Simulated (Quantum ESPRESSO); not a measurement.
# Ti (Im-3m) in Quantum ESPRESSO: single point with PBE

Aim: the single point of Ti with PBE.

Everything below comes from runs of Quantum ESPRESSO 7.5. Logs are shortened: lines on timing, memory, paths and dates and some standing lists are left out, and cuts for length are marked.

## Step 1: The structure

Symmetry: Im-3m, No. 229, cubic system. The conventional cell has a = 3.282 Å, b = 3.282 Å, c = 3.282 Å, α = 90.00°, β = 90.00°, γ = 90.00°. Ti (site symmetry m-3m) is surrounded by 8 Ti at 2.84 Å.

This isn't the form of Ti at room conditions, which is hcp.

## Step 2: Single point, PBE

The input, pw.in:

```
&CONTROL
  calculation = 'scf'
  prefix = 'pwscf'
  outdir = './tmp'
  pseudo_dir = './pseudo'
  tprnfor = .true.
  tstress = .true.
  disk_io = 'nowf'
/
&SYSTEM
  ibrav = 0
  nat = 1
  ntyp = 1
  ecutwfc = 84
  nbnd = 12
  occupations = 'smearing'
  smearing = 'fd'
  degauss = 0.00367493
/
&ELECTRONS
  conv_thr = 2d-10
  electron_maxstep = 120
  mixing_beta = 0.5
/
ATOMIC_SPECIES
Ti    47.8670 Ti.upf
CELL_PARAMETERS angstrom
  -1.6410000000    1.6410000000    1.6410000000
   1.6410000000   -1.6410000000    1.6410000000
   1.6410000000    1.6410000000   -1.6410000000
ATOMIC_POSITIONS crystal
Ti     0.0000000000    0.0000000000    0.0000000000
K_POINTS automatic
4 4 4 0 0 0
```

Potentials or basis: PseudoDojo 0.5 SR PBE standard.

Command:

```
$ OMP_NUM_THREADS=2 pw.x -in pw.in > pw.out
```

pw.out:

```text
This program is part of the open-source Quantum ESPRESSO suite
     for quantum simulation of materials; please cite
         "P. Giannozzi et al., J. Phys.:Condens. Matter 21 395502 (2009);
         "P. Giannozzi et al., J. Phys.:Condens. Matter 29 465901 (2017);
         "P. Giannozzi et al., J. Chem. Phys. 152 154105 (2020);
     in publications or presentations arising from this work. More details at

     Message from routine setup:
     using ibrav=0 with symmetry is DISCOURAGED, use correct ibrav instead

     G-vector sticks info
     --------------------
     sticks:   dense  smooth     PW     G-vecs:    dense   smooth      PW
     Sum         727     727    261                12479    12479    2659

     Using Slab Decomposition

     bravais-lattice index     =            0
     lattice parameter (alat)  =       5.3712  a.u.
     unit-cell volume          =     119.2840 (a.u.)^3
     number of atoms/cell      =            1
     number of atomic types    =            1
     number of electrons       =        12.00
     number of Kohn-Sham states=           12
     kinetic-energy cutoff     =      84.0000  Ry
     charge density cutoff     =     336.0000  Ry
     scf convergence threshold =      2.0E-10
     mixing beta               =       0.5000
     number of iterations used =            8  plain     mixing
     Exchange-correlation= PBE
                           (   1   4   3   4   0   0   0)

     celldm(1)=   5.371160  celldm(2)=   0.000000  celldm(3)=   0.000000
     celldm(4)=   0.000000  celldm(5)=   0.000000  celldm(6)=   0.000000

     crystal axes: (cart. coord. in units of alat)
               a(1) = (  -0.577350   0.577350   0.577350 )
               a(2) = (   0.577350  -0.577350   0.577350 )
               a(3) = (   0.577350   0.577350  -0.577350 )

     reciprocal axes: (cart. coord. in units 2 pi/alat)
               b(1) = ( -0.000000  0.866025  0.866025 )
               b(2) = (  0.866025 -0.000000  0.866025 )
               b(3) = (  0.866025  0.866025  0.000000 )

     PseudoPot. # 1 for Ti read from file:
     Ti.upf
     Pseudo is Norm-conserving + core correction, Zval = 12.0
     Generated using ONCVPSP code by D. R. Hamann
     Using radial grid of 1586 points,  6 beta functions with:
                l(1) =   0
                l(2) =   0
                l(3) =   1
                l(4) =   1
                l(5) =   2
                l(6) =   2

     atomic species   valence    mass     pseudopotential
     Ti               12.00    47.86700     Ti( 1.00)

     48 Sym. Ops., with inversion, found

   Cartesian axes

     site n.     atom                  positions (alat units)
         1        Ti     tau(   1) = (   0.0000000   0.0000000   0.0000000  )

     number of k points=     8  Fermi-Dirac smearing, width (Ry)=  0.0037
                       cart. coord. in units 2pi/alat
        k(    1) = (   0.0000000   0.0000000   0.0000000), wk =   0.0312500
        k(    2) = (   0.2165064   0.2165064   0.0000000), wk =   0.3750000
        k(    3) = (  -0.4330127  -0.4330127   0.0000000), wk =   0.1875000
        k(    4) = (   0.4330127   0.2165064   0.2165064), wk =   0.7500000
        k(    5) = (   0.4330127   0.4330127   0.4330127), wk =   0.0625000
        k(    6) = (   0.0000000   0.0000000   0.4330127), wk =   0.1875000
        k(    7) = (  -0.8660254  -0.2165064  -0.2165064), wk =   0.3750000
        k(    8) = (  -0.8660254  -0.8660254  -0.8660254), wk =   0.0312500

     Dense  grid:    12479 G-vectors     FFT dimensions: (  32,  32,  32)

     Initial potential from superposition of free atoms

     starting charge      11.9984, renormalised to      12.0000
     Starting wfcs are   10 randomized atomic wfcs +    2 random wfcs

     Self-consistent Calculation

     iteration #  1     ecut=    84.00 Ry     beta= 0.50
     Davidson diagonalization with overlap
     ethr =  1.00E-02,  avg # of iterations =  3.4

     Threshold (ethr) on eigenvalues was too large:
     Diagonalizing with lowered threshold

     Davidson diagonalization with overlap
     ethr =  2.76E-04,  avg # of iterations =  1.6

     total energy              =    -118.69888777 Ry
     estimated scf accuracy    <       0.03540941 Ry

     iteration #  2     ecut=    84.00 Ry     beta= 0.50
     Davidson diagonalization with overlap
     ethr =  2.95E-04,  avg # of iterations =  2.0

     total energy              =    -118.70711870 Ry
     estimated scf accuracy    <       0.00103053 Ry

     iteration #  3     ecut=    84.00 Ry     beta= 0.50
     Davidson diagonalization with overlap
     ethr =  8.59E-06,  avg # of iterations =  2.6

     total energy              =    -118.70726114 Ry
     estimated scf accuracy    <       0.00013550 Ry

     iteration #  4     ecut=    84.00 Ry     beta= 0.50
     Davidson diagonalization with overlap
     ethr =  1.13E-06,  avg # of iterations =  1.0

     total energy              =    -118.70727033 Ry
     estimated scf accuracy    <       0.00000495 Ry

     iteration #  5     ecut=    84.00 Ry     beta= 0.50
     Davidson diagonalization with overlap
     ethr =  4.12E-08,  avg # of iterations =  1.9

     total energy              =    -118.70726953 Ry
     estimated scf accuracy    <       0.00000203 Ry

     iteration #  6     ecut=    84.00 Ry     beta= 0.50
     Davidson diagonalization with overlap
     ethr =  1.69E-08,  avg # of iterations =  2.0

     total energy              =    -118.70727008 Ry
     estimated scf accuracy    <       0.00000019 Ry

     iteration #  7     ecut=    84.00 Ry     beta= 0.50
     Davidson diagonalization with overlap
     ethr =  1.55E-09,  avg # of iterations =  1.2

     total energy              =    -118.70727006 Ry
     estimated scf accuracy    <       0.00000005 Ry

     iteration #  8     ecut=    84.00 Ry     beta= 0.50
     Davidson diagonalization with overlap
     ethr =  3.80E-10,  avg # of iterations =  2.2

     total energy              =    -118.70727007 Ry
     estimated scf accuracy    <       0.00000002 Ry

     iteration #  9     ecut=    84.00 Ry     beta= 0.50
     Davidson diagonalization with overlap
     ethr =  1.37E-10,  avg # of iterations =  1.4

     total energy              =    -118.70727007 Ry
     estimated scf accuracy    <          1.2E-09 Ry

     iteration # 10     ecut=    84.00 Ry     beta= 0.50
     Davidson diagonalization with overlap
     ethr =  1.03E-11,  avg # of iterations =  2.1

     End of self-consistent calculation

          k = 0.0000 0.0000 0.0000 (  1505 PWs)   bands (ev):

   -43.7197 -19.6089 -19.6089 -19.6089   6.9822  13.8203  13.8203  13.8203
    15.5431  15.5431  30.2149  30.2149

          k = 0.2165 0.2165 0.0000 (  1539 PWs)   bands (ev):

   -43.6586 -19.9326 -19.7102 -19.6108   8.8327  13.0966  13.3041  15.1952
    15.2603  15.6417  26.4374  28.5089

          k =-0.4330-0.4330 0.0000 (  1568 PWs)   bands (ev):

   -43.5969 -20.2432 -19.8098 -19.6128  10.4562  12.4715  13.9521  15.5270
    15.8684  17.0201  21.4438  26.1830

          k = 0.4330 0.2165 0.2165 (  1547 PWs)   bands (ev):

   -43.5970 -20.1258 -19.8716 -19.6742  11.1379  12.2989  12.8164  15.3549
    15.9314  17.8210  23.4916  23.4994

          k = 0.4330 0.4330 0.4330 (  1556 PWs)   bands (ev):

   -43.5877 -19.9222 -19.9222 -19.9222  12.2525  12.2525  12.2525  15.9255
    15.9255  21.7656  21.7656  22.1660

          k = 0.0000 0.0000 0.4330 (  1541 PWs)   bands (ev):

   -43.6065 -19.9447 -19.8208 -19.8208  10.2474  12.9134  14.1175  14.1175
    15.1568  16.3586  27.5765  27.5768

          k =-0.8660-0.2165-0.2165 (  1542 PWs)   bands (ev):

   -43.5539 -20.1455 -19.9292 -19.8332  11.3536  11.8488  14.0488  14.6846
    16.8473  18.8484  21.2461  24.7460

          k =-0.8660-0.8660-0.8660 (  1566 PWs)   bands (ev):

   -43.5106 -20.0463 -20.0463 -20.0463  10.8114  10.8114  16.6793  16.6793
    16.6793  21.0996  21.0996  21.0996

     the Fermi energy is    12.8478 ev

!    total energy              =    -118.70727007 Ry
     estimated scf accuracy    <          8.2E-12 Ry
     smearing contrib. (-TS)   =      -0.00219927 Ry
     internal energy E=F+TS    =    -118.70507080 Ry

     The total energy is F=E-TS. E is the sum of the following terms:
     one-electron contribution =     -41.20172084 Ry
     hartree contribution      =      24.42991517 Ry
     xc contribution           =     -17.43749592 Ry
     ewald contribution        =     -84.49576921 Ry

     convergence has been achieved in  10 iterations

     Forces acting on atoms (cartesian axes, Ry/au):

     atom    1 type  1   force =     0.00000000    0.00000000    0.00000000

     Total force =     0.000000     Total SCF correction =     0.000000

     Computing stress (Cartesian axis) and pressure

          total   stress  (Ry/bohr**3)                   (kbar)     P=      -15.80
  -0.00010740  -0.00000000   0.00000000          -15.80       -0.00        0.00
  -0.00000000  -0.00010740  -0.00000000           -0.00      -15.80       -0.00
  -0.00000000  -0.00000000  -0.00010740           -0.00       -0.00      -15.80

=------------------------------------------------------------------------------=
   JOB DONE.
=------------------------------------------------------------------------------=
```

Run time: 1.4 s. Hardware: 2 threads of Arm Neoverse V2, shared host; peak memory 0.05 GiB.

What came out:

```
Free energy            : -1615.0947 eV
Pressure               : -1.6 GPa
Band gap on the k mesh : none (metal or under the smearing width)
```

Caveat: the k mesh is coarse (spacing up to 0.68 Å⁻¹), so the values aren't converged.
